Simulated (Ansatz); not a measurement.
## What strain does to ZnO (rocksalt)

Rocksalt ZnO, relaxed with r2SCAN in Ansatz 0.2.0. Space group Fm-3m (No. 225), cubic; a = 4.268 Å in the conventional setting, 9.72 Å³ an atom. Zn is surrounded by 6 O at 2.13 Å; O is surrounded by 6 Zn at 2.13 Å.

The axes x, y and z are those of this cell:
```
Zn O
1.0
     0.00000    2.13377    2.13377
     2.13377    0.00000    2.13377
     2.13377    2.13377    0.00000
Zn O
1 1
Direct
  0.00000 0.00000 0.00000
  0.50000 0.50000 0.50000
```

Unstrained: The PBE gap is indirect, 0.950 eV (L to Γ), below the direct gap of 2.350 eV at Γ. r2SCAN gives an indirect gap of 1.567 eV, from L to Γ; the least direct gap is 3.005 eV at Γ. With HSE06 the valence top lies at L and the conduction bottom at Γ, 2.739 eV higher; the smallest vertical gap, at Γ, is 3.959 eV. Meshes: PBE 10×10×10, r2SCAN 10×10×10, HSE06 8×8×8. Strains are changes of length per length. After each strain the atoms were relaxed again with r2SCAN within the symmetry that the strain leaves, so tilts or polar shifts that break it weren't tested; points keep the names that they have in the unstrained zone. Values at 0 K without nuclear motion; spin polarisation is off, and the phase may be a hypothetical one.

Changes of the least gap in eV (an overlap counts as a negative gap):

| strain | volume change (%) | space group | PBE | r2SCAN | HSE06 | energy rise, r2SCAN (meV/atom) |
| --- | --- | --- | --- | --- | --- | --- |
| isotropic +5.3 % on every length | +16.8 | Fm-3m | -0.659 | -0.698 | -0.857 | 124.0 |
| uniaxial -5.9 % along x | -5.9 | I4/mmm | +0.144 | +0.147 | +0.211 | 35.1 |
| epitaxial -1.37 % in the xy plane, free normal strain +1.76 % | -1.0 | I4/mmm | -0.041 | -0.043 | -0.032 | 2.8 |

Isotropic +5.3 % on every length. HSE06: the gap goes from 2.739 to 1.882 eV (-0.857 eV). Stress change with r2SCAN, compression positive: xx -21.20, yy -21.20, zz -21.20 GPa. For HSE06, dE_g/d ln V = -5.5 eV over this step.

Uniaxial -5.9 % along x, other directions held. HSE06: the gap goes from 2.739 to 2.950 eV (+0.211 eV). Stress change with r2SCAN, compression positive: xx +22.13, yy +11.12, zz +11.12 GPa.

Epitaxial -1.37 % in the xy plane, free normal strain +1.76 %. HSE06: the gap goes from 2.739 to 2.707 eV (-0.032 eV). Stress change with r2SCAN, compression positive: xx +3.47, yy +3.47, zz -0.03 GPa.

The meshes of the hybrids are coarse, so their gaps aren't converged to the digits shown.
